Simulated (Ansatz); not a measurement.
# ZnS: the cost of one run

Program: Ansatz 0.2.0. Level of theory: DFT PBE, scalar-relativistic, plane waves, PAW. These are calculated values, not measurements.

1 further run of the same task is left out (it didn't finish).

### Step 1. The system as given

The structure is hexagonal, space group P6_3mc (No. 186). Conventional cell: a = 3.811 Å, b = 3.811 Å, c = 6.234 Å, α = 90.00°, β = 90.00°, γ = 120.00°. Around Zn (site symmetry 3m) lie 4 S at 2.31 to 2.40 Å. Around S (site symmetry 3m) lie 4 Zn at 2.31 to 2.40 Å.

Structure file:

```
CELL_PARAMETERS angstrom
3.81100 0.00000 0.00000
-1.90550 3.30042 0.00000
0.00000 0.00000 6.23400
ATOMIC_POSITIONS crystal
Zn 0.33333 0.66667 0.00000
Zn 0.66667 0.33333 0.50000
S 0.33333 0.66667 0.38500
S 0.66667 0.33333 0.88500
```

The cell is taken as given, not relaxed at this level.

### Step 2. The reference cell

Reference values: F = -8445.4207 eV; pressure 2.33 GPa; largest force 0.319 eV/Å; gap on the mesh 2.25 eV. It was computed beforehand with the settings of the runs below.

### Step 3. Next: rattled cells

All atoms are moved at random with no net shift, in some cells together with a random strain.

### Step 4. rms move = 0.079 Å

input.yaml reads:

```yaml
crystal:
  lattice:
    - [3.7813432927, 0.0246733828, -0.0015844622]
    - [-1.86930387, 3.3329220036, 0.0405542364]
    - [-0.00259185, 0.0751044439, 6.249757057]
  atoms:
    - { symbol: Zn, position: [0.320951839, 0.6595275224, 0.0086562611] }
    - { symbol: Zn, position: [0.668146201, 0.3098951294, 0.4980153809] }
    - { symbol: S, position: [0.3334569694, 0.6740966821, 0.3887354056] }
    - { symbol: S, position: [0.6774449906, 0.3564806661, 0.8745929523] }
basis:
  ecutwfc: 420
kpoints:
  mp_grid: { grid: [12, 12, 6] }
hamiltonian:
  xc: pbe
scf:
  occupations: { method: gaussian, width: 0.05 }
output:
  forces: true
  stress: true
  eigenvalues: true
```

The run is started by

```bash
$ ansatz run input.yaml --threads 2 --pin off --max-ram 5120MiB --backend cpu --events-out ev --progress --plain --runs-dir out
```

Q: Estimate wall time and peak memory on 2 threads of Intel Xeon Platinum 8259CL at 2.50GHz (Skylake/Cascade Lake), shared host.

About 38 s, with a peak of 0.85 GiB.
